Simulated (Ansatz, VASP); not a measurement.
# Two plane-wave programs on SrO

The input INCAR:

```
SYSTEM = SrO
ALGO = Normal ; EDIFF = 1E-7
ENCUT = 520 ; GGA = PE
ISIF = 2 ; ISMEAR = -1
LASPH = .TRUE. ; LCHARG = .FALSE.
LREAL = .FALSE. ; LWAVE = .FALSE.
NBANDS = 15 ; NELM = 60
PREC = Accurate ; SIGMA = 0.02
```

KPOINTS

```
k-points
0
G
  8 8 8
  0 0 0
```

Contents of POSCAR:

```
SrO
1.0
    0.0000000000      2.7922805169      2.8486845834
    2.7922805169      0.0000000000      2.8486845834
    2.7922805169      2.7922805169      0.0000000000
Sr O
1 1
Direct
    0.0000000000      0.0000000000      0.0000000000
    0.2500000000      0.2500000000      0.2500000000
```

Input for Ansatz:

```yaml
crystal:
  lattice:
    - [0.0, 2.7922805169, 2.8486845834]
    - [2.7922805169, 0.0, 2.8486845834]
    - [2.7922805169, 2.7922805169, 0.0]
  atoms:
    - { symbol: Sr, position: [0.0, 0.0, 0.0] }
    - { symbol: O, position: [0.25, 0.25, 0.25] }
kpoints:
  mp_grid: { grid: [8, 8, 8] }
  band_path:
    path:
      - [0.0, 0.0, 0.0]
      - [-0.5, -0.5, 0.0]
      - [-0.375, -0.375, 0.25]
      - [-0.375, 0.0, 0.375]
      - [0.0, 0.0, 0.5]
      - [-0.5, -0.25, 0.25]
    npoints: 1
hamiltonian:
  xc: pbe
scf:
  occupations: { method: fermi_dirac, width: 0.02 }
  n_extra_bands: 4
output:
  forces: true
  stress: true
  eigenvalues: true
```

Change from the starting cell: uniaxial_z strain +2.0%.

Alike in both runs: task single point; functional PBE; k mesh 8 × 8 × 8; occupations fermi-dirac, width 0.02 eV; no spin polarisation.

|  | VASP | Ansatz |
| --- | --- | --- |
| version | VASP 6.6.1 | Ansatz 0.2.0 |
| potentials or method | VASP PAW PBE potentials, release 64 (Sr_sv, O) | plane waves, PAW |
| plane-wave cutoff (eV) | 520 | 420 |
| valence electrons in the cell | 16 | 16 |

Ansatz gave:

| Item | Value |
| --- | --- |
| gap on the k mesh at the Fermi level (eV) | 2.46 |
| pressure (GPa) | -0.3 |
| largest component of the traceless stress (GPa) | 0.20 |

Question: Estimate VASP's values.

Answer: gap on the k mesh at the Fermi level (eV): 2.46; pressure (GPa): 0.1; largest component of the traceless stress (GPa): 0.19.

A k mesh can miss the band edges.
